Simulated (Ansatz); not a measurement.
# CdSe: response to strain

CdSe is deformed so: equal xy, yz and zx engineering shear strains of -3 %. What stress and forces result, by LAPW, PAW and all-electron datasets made for the crystal?

Method: DFT PBE, scalar-relativistic, in Ansatz 0.2.0.

## 1. The starting structure

Symmetry: F-43m, No. 216, cubic system. The conventional cell has a = 6.141 Å, b = 6.141 Å, c = 6.141 Å, α = 90.00°, β = 90.00°, γ = 90.00°. Around Cd (site symmetry -43m) lie 4 Se at 2.66 Å. Se (site symmetry -43m) is surrounded by 4 Cd at 2.66 Å.

As a file:

```cif
data_structure
_symmetry_space_group_name_H-M 'F-43m'
_symmetry_Int_Tables_number 216
_cell_length_a 6.1405
_cell_length_b 6.1405
_cell_length_c 6.1405
_cell_angle_alpha 90.000
_cell_angle_beta 90.000
_cell_angle_gamma 90.000
_cell_volume 231.54
loop_
_atom_site_label
_atom_site_type_symbol
_atom_site_symmetry_multiplicity
_atom_site_Wyckoff_symbol
_atom_site_fract_x
_atom_site_fract_y
_atom_site_fract_z
_atom_site_occupancy
Cd1 Cd 4 a 0.00000 0.00000 0.00000 1
Se1 Se 4 d 0.25000 0.25000 0.75000 1
```

The file gives the conventional cell by its symmetry; the runs use the cell typed in the input.

Atoms are numbered in the order of the input: Cd1, Se2.

## 2. The deformed structure

Space group F-43m before, R3m after.

## 3. All-electron LAPW

input.yaml reads:

```yaml
crystal:
  lattice:
    - [-0.092108136, 3.0242171306, 3.0242171306]
    - [3.0242171306, -0.092108136, 3.0242171306]
    - [3.0242171306, 3.0242171306, -0.092108136]
  atoms:
    - { symbol: Cd, position: [0.0, 0.0, 0.0] }
    - { symbol: Se, position: [0.25, 0.25, 0.25] }
kpoints:
  mp_grid: { grid: [8, 8, 8] }
  band_path:
    path:
      - [0.0, 0.0, 0.0]
      - [0.5, 0.5, 0.5]
      - [0.2579113083, 0.5, 0.7420886917]
      - [-0.2579113083, 0.2579113083, 0.5]
      - [0.0, 0.0, 0.5]
      - [0.0, 0.0, 0.0]
      - [-0.3789556542, 0.0, 0.3789556542]
      - [0.0, 0.3789556542, 0.6210443458]
      - [0.0, 0.5, 0.5]
    npoints: 5
scf:
  occupations: { method: fermi_dirac, width: 0.03 }
hamiltonian:
  xc: pbe
  pseudopotentials: { kind: all_electron, lapw: { basis_error: 0.001 } }
output:
  forces: true
  stress: true
  eigenvalues: true
```

Started as:

```bash
> ansatz run input.yaml --threads 1 --pin off --max-ram 3072MiB --backend cpu --events-out ev --progress --plain --runs-dir out
```

## 4. PAW on the default files

input.yaml reads:

```yaml
crystal:
  lattice:
    - [-0.092108136, 3.0242171306, 3.0242171306]
    - [3.0242171306, -0.092108136, 3.0242171306]
    - [3.0242171306, 3.0242171306, -0.092108136]
  atoms:
    - { symbol: Cd, position: [0.0, 0.0, 0.0] }
    - { symbol: Se, position: [0.25, 0.25, 0.25] }
kpoints:
  mp_grid: { grid: [8, 8, 8] }
scf:
  occupations: { method: fermi_dirac, width: 0.03 }
hamiltonian:
  xc: pbe
  pseudopotentials: { kind: paw }
output:
  forces: true
  stress: true
  eigenvalues: true
  efg: { contact_densities: true }
```

## 5. Datasets made for this crystal

Edit input.yaml of step 4 so:

```diff
@@ -14,3 +14,3 @@
   xc: pbe
-  pseudopotentials: { kind: paw }
+  pseudopotentials: { kind: all_electron, datasets: crystal }
 output:
```

(Steps that only read results are left out.)

Before running it: what results should come out? Wanted: pressure; largest shear or deviatoric stress.

The runs gave:

```
                                 quantity                                           value
                                 pressure  LAPW 1.52, PAW 1.50, crystal datasets 1.52 GPa
largest shear or deviatoric stress (LAPW)                                        1.38 GPa
```

The largest part of the stress beyond the pressure is 1.38 GPa in size; the atoms are carried along and not relaxed. No run of the undeformed cell stands beside it, so the pressure holds what the given cell had before the change. PAW: stress within 0.02 GPa of LAPW, forces within 1 meV/Å. Crystal datasets: stress within 0.01 GPa of LAPW, forces within 1 meV/Å.
